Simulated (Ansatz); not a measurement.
# ¹⁷O NMR of the central transition in SiO₂

Cell: a Materials Project structure (computed, not necessarily an observed phase) whose atoms were relaxed with PBE, the cell held.

```cif
data_structure
_symmetry_space_group_name_H-M 'P 1'
_symmetry_Int_Tables_number 1
_cell_length_a 7.0818
_cell_length_b 7.0818
_cell_length_c 7.0818
_cell_angle_alpha 90.000
_cell_angle_beta 90.000
_cell_angle_gamma 90.000
_cell_volume 355.16
loop_
_atom_site_label
_atom_site_type_symbol
_atom_site_fract_x
_atom_site_fract_y
_atom_site_fract_z
_atom_site_occupancy
Si1 Si 0.97713 0.52287 0.47713 1
Si2 Si 0.52287 0.47713 0.97713 1
Si3 Si 0.47713 0.97713 0.52287 1
Si4 Si 0.02287 0.02287 0.02287 1
Si5 Si 0.71418 0.78582 0.21418 1
Si6 Si 0.78582 0.21418 0.71418 1
Si7 Si 0.21418 0.71418 0.78582 1
Si8 Si 0.28582 0.28582 0.28582 1
O9 O 0.86072 0.33283 0.53261 1
O10 O 0.36072 0.16717 0.46739 1
O11 O 0.13928 0.83283 0.96739 1
O12 O 0.16717 0.46739 0.36072 1
O13 O 0.96739 0.13928 0.83283 1
O14 O 0.46739 0.36072 0.16717 1
O15 O 0.33283 0.53261 0.86072 1
O16 O 0.53261 0.86072 0.33283 1
O17 O 0.15419 0.15419 0.15419 1
O18 O 0.34581 0.84581 0.65419 1
O19 O 0.65419 0.34581 0.84581 1
O20 O 0.84581 0.65419 0.34581 1
O21 O 0.63928 0.66717 0.03261 1
O22 O 0.03261 0.63928 0.66717 1
O23 O 0.66717 0.03261 0.63928 1
O24 O 0.83283 0.96739 0.13928 1
```

Atoms are numbered from 1 in the order listed; like atoms form one site, named after its first atom.

Level of theory: DFT, r2SCAN, plane waves and PAW, scalar-relativistic, 500 eV cutoff, Γ-centred 3×3×3 k-points, Fermi–Dirac smearing 0.02 eV (Ansatz 0.2.0).

¹⁷O has I = 5/2 and Q = -25.58 mb (Pyykkö 2018); at 14.1 T its Larmor frequency is ν₀ = 81.4 MHz. Only the quadrupole interaction is simulated: positions count from each site's isotropic chemical shift, and J coupling is left out, as are shift anisotropy and dipolar coupling, which fast spinning averages.

The O sites: O9 (atoms 9, 10, 11, 12, 13, 14, …; 2 Si at 1.62–1.63 Å, angle 142°); O17 (atoms 17, 18, 19, 20; 2 Si at 1.61 Å, angle 180°).

Fitted components of the simulated spectrum:

```tsv
component	|C_Q| (MHz)	η
A	5.75	0.22
B	6.47	0.00
```

(1) Which site most likely gives which component?

Answers

(1) By the calculation, A is O9, B is O17. An axis of threefold or higher order runs through O17, so V_zz lies along it and η is zero. At O9 V_zz runs parallel to the line that joins its two neighbours (within 1°). Like point charges on the first shell alone (each adding as 1/d³) would give the same order.

The largest force is 0.3 eV/Å, so the atoms aren't at the calculated equilibrium and relaxing them would move these values.
